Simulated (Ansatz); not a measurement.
Clean, relaxed (100) surface of Sn, space group Fd-3m (No. 227) (top face towards +c; atoms held fixed, by place in the list: 1, 2, 3):

```
CELL_PARAMETERS angstrom
4.62558 0.00000 0.00000
0.00000 4.62558 0.00000
0.00000 0.00000 25.17695
ATOMIC_POSITIONS crystal
Sn 0.00000 0.50000 0.33761
Sn 0.00000 0.00000 0.40257
Sn 0.50000 0.00000 0.46752
Sn 0.50000 0.50000 0.53203
Sn 0.00000 0.50000 0.59768
Sn 0.00000 0.00000 0.66302
```

Level of theory: Ansatz, DFT PBEsol, scalar-relativistic, plane waves, PAW. Plane waves to 420 eV, a k mesh through Γ of 6×6×1 on the computed 6-atom cell and Gaussian smearing (0.10 eV); no spin polarisation. A dipole correction removes the field between periodic images along c.

With the adsorbate the run is spin-polarised, so any moments that the slab's own atoms take up count into E_ads.

Co (atom) is adsorbed on the top face, one adsorbate per 21.4 Å², and relaxed from 3 starting sites (fractions of a and b). E_ads counts from the clean slab and the free adsorbate (spin-polarised where it has unpaired electrons); negative means bound. Heights count from the highest slab atom after relaxation. Δφ is the top face's. Δp counts per cell along +c. Bonded neighbours lie within 1.25 times the sum of covalent radii (1.35 for H) and, on that scale, within 12 % of the closest. With the adsorbate the cell is lengthened along c to keep the vacuum.

```json
{"start": "top (Sn) at (0.00, 0.00)", "ends at": "(0.00, 0.00), 1 bonded neighbour (Sn)", "E_ads (eV)": "-2.17", "height (Å)": "2.38", "shortest contact": "Co–Sn 2.38 Å", "Δφ (eV)": "-1.22", "Δp (e·Å)": "+0.157"}
{"start": "bridge (Sn-Sn) at (0.50, 0.00)", "ends at": "(0.50, 0.00), 2 bonded neighbours (Sn)", "E_ads (eV)": "-3.48", "height (Å)": "0.99", "shortest contact": "Co–Sn 2.51 Å", "Δφ (eV)": "-0.57", "Δp (e·Å)": "+0.074"}
{"start": "hollow (over Sn) at (0.00, 0.50)", "ends at": "(0.00, 0.50), 3 bonded neighbours (Sn), largest slab move 0.5 Å", "E_ads (eV)": "-3.57", "height (Å)": "0.23", "shortest contact": "Co–Sn 2.32 Å", "Δφ (eV)": "-0.05", "Δp (e·Å)": "+0.020"}
```

Among the sites tried, the lowest end comes from the hollow (over Sn) at (0.00, 0.50) start; other sites may lie lower.

Each end is the local minimum or symmetric point that its start leads to.

For at least one of the starts the bottom face's work function also shifts by over 0.1 eV: the slab is too thin to screen the adsorbate, so the work functions aren't converged with thickness.

The ends differ in their magnetic moment (2.0, 2.1, 1.7 μB a cell), so part of the order can come from the spin state that each run reached.